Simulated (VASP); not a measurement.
Level of theory: revPBE GGA, VASP's PBE PAW potentials (set 64) (plane waves; VASP).

VASP ran on this input.

**INCAR**
```
SYSTEM = CsBr
PREC = Accurate
ENCUT = 520
EDIFF = 1E-7
NELM = 100
ALGO = Normal
LREAL = .FALSE.
LASPH = .TRUE.
ISMEAR = 0
SIGMA = 0.05
GGA = RE
LMAXMIX = 4
LWAVE = .FALSE.
LCHARG = .FALSE.
ISIF = 2
```

### POSCAR
```
CsBr
1.0
  4.4905751831   0.0000000000   0.0000000000
  0.0000000000   4.4905751831   0.0000000000
  0.0000000000   0.0000000000   4.4905751831
Cs Br
1 1
Cart
  0.0000000000   0.0000000000   0.0000000000
  2.2452875915   2.2452875915   2.2452875915
```

**KPOINTS**
```
K-points
0
gamma
 6 6 6
```

POTCAR, in this order: Cs_sv Br (PBE.64 set). Program: vasp_std.

The resulting files:

File OSZICAR:
```
       N       E                     dE             d eps       ncg     rms          rms(c)
DAV:   1     0.102785718498E+03    0.10279E+03   -0.63610E+03   480   0.110E+03
DAV:   2     0.283978214091E+01   -0.99946E+02   -0.94447E+02   700   0.173E+02
DAV:   3    -0.585202694710E+01   -0.86918E+01   -0.86679E+01   592   0.613E+01
DAV:   4    -0.595308813650E+01   -0.10106E+00   -0.10102E+00   588   0.780E+00
DAV:   5    -0.595399483170E+01   -0.90670E-03   -0.90663E-03   580   0.747E-01    0.194E+00
DAV:   6    -0.568933652279E+01    0.26466E+00   -0.40055E-01   552   0.312E+00    0.123E+00
DAV:   7    -0.565113892451E+01    0.38198E-01   -0.22310E-01   576   0.244E+00    0.666E-01
DAV:   8    -0.566117487710E+01   -0.10036E-01   -0.22068E-02   528   0.110E+00    0.120E-01
DAV:   9    -0.566251349922E+01   -0.13386E-02   -0.34881E-03   588   0.394E-01    0.927E-02
DAV:  10    -0.566277029931E+01   -0.25680E-03   -0.37300E-04   532   0.176E-01    0.126E-02
DAV:  11    -0.566278436256E+01   -0.14063E-04   -0.50401E-05   588   0.463E-02    0.652E-03
DAV:  12    -0.566278823462E+01   -0.38721E-05   -0.18811E-05   520   0.323E-02    0.171E-03
DAV:  13    -0.566278827990E+01   -0.45282E-07   -0.31108E-07   608   0.477E-03
   1 F= -.56627883E+01 E0= -.56627883E+01  d E =-.137515E-12
```

File OUTCAR:
```
------------------------ aborting loop because EDIFF is reached ----------------------------------------
  FORCE on cell =-STRESS in cart. coord.  units (eV):
  Direction    XX          YY          ZZ          XY          YZ          ZX
  --------------------------------------------------------------------------------------
  Total        0.1790146      0.1790146      0.1790146     -0.0000000      0.0000000      0.0000000
  in kB        3.1673278      3.1673278      3.1673278     -0.0000000      0.0000000      0.0000000
  external PRESSURE =       3.1673278 kB  Pullay stress =       0.0000000 kB
  volume of cell :       90.55
      direct lattice vectors                 reciprocal lattice vectors
     4.490575183  0.000000000  0.000000000     0.222688622  0.000000000  0.000000000
     0.000000000  4.490575183  0.000000000     0.000000000  0.222688622  0.000000000
     0.000000000  0.000000000  4.490575183     0.000000000  0.000000000  0.222688622
 POSITION                                       TOTAL-FORCE (eV/Angst)
 -----------------------------------------------------------------------------------
      0.00000      0.00000      0.00000         0.000000      0.000000      0.000000
      2.24529      2.24529      2.24529         0.000000      0.000000      0.000000
 -----------------------------------------------------------------------------------
    total drift:                                0.000000      0.000000      0.000000
  FREE ENERGIE OF THE ION-ELECTRON SYSTEM (eV)
  ---------------------------------------------------
  free  energy   TOTEN  =        -5.6627882799 eV

  energy  without entropy=       -5.6627882799  energy(sigma->0) =       -5.66278828
```
(Selected blocks of OUTCAR.)

### OUTCAR
```
 val. band max:       -0.8011843285   @ k =   0.5000   0.5000   0.0000

 cond. band min:       3.4611792589   @ k =   0.0000   0.0000   0.0000


 Fermi energy:        -0.5678807327

 k-point     1 :       0.0000    0.0000    0.0000
  band No.  band energies     occupation
      1     -20.8756      2.00000
      2     -12.9961      2.00000
      3      -7.5299      2.00000
      4      -7.5299      2.00000
      5      -7.5299      2.00000
      6      -0.8391      2.00000
      7      -0.8391      2.00000
      8      -0.8391      2.00000
      9       3.4612      0.00000
     10       4.3641      0.00000
     11       4.3641      0.00000
     12       7.8784      0.00000

 k-point     2 :       0.1667    0.0000    0.0000
  band No.  band energies     occupation
      1     -20.8687      2.00000
      2     -12.9948      2.00000
      3      -7.6028      2.00000
      4      -7.5155      2.00000
      5      -7.5155      2.00000
      6      -1.1396      2.00000
      7      -0.8664      2.00000
      8      -0.8664      2.00000
      9       4.0035      0.00000
     10       4.5163      0.00000
     11       4.8422      0.00000
     12       7.7508      0.00000

 k-point     3 :       0.3333    0.0000    0.0000
  band No.  band energies     occupation
      1     -20.8548      2.00000
      2     -12.9929      2.00000
      3      -7.7399      2.00000
      4      -7.4862      2.00000
      5      -7.4862      2.00000
      6      -1.6268      2.00000
      7      -0.9227      2.00000
      8      -0.9227      2.00000
      9       4.9093      0.00000
     10       5.1834      0.00000
     11       5.8980      0.00000
     12       7.6064      0.00000

 k-point     4 :       0.5000    0.0000    0.0000
  band No.  band energies     occupation
      1     -20.8478      2.00000
      2     -12.9923      2.00000
      3      -7.8045      2.00000
      4      -7.4714      2.00000
      5      -7.4714      2.00000
      6      -1.8345      2.00000
...
```

Unless said otherwise, spin-orbit coupling is left out, though it shifts the bands of the heavy elements here.

The compound is CsBr in the CsCl type structure. This cell is one point of a volume scan, at 0.97 of the reference volume.
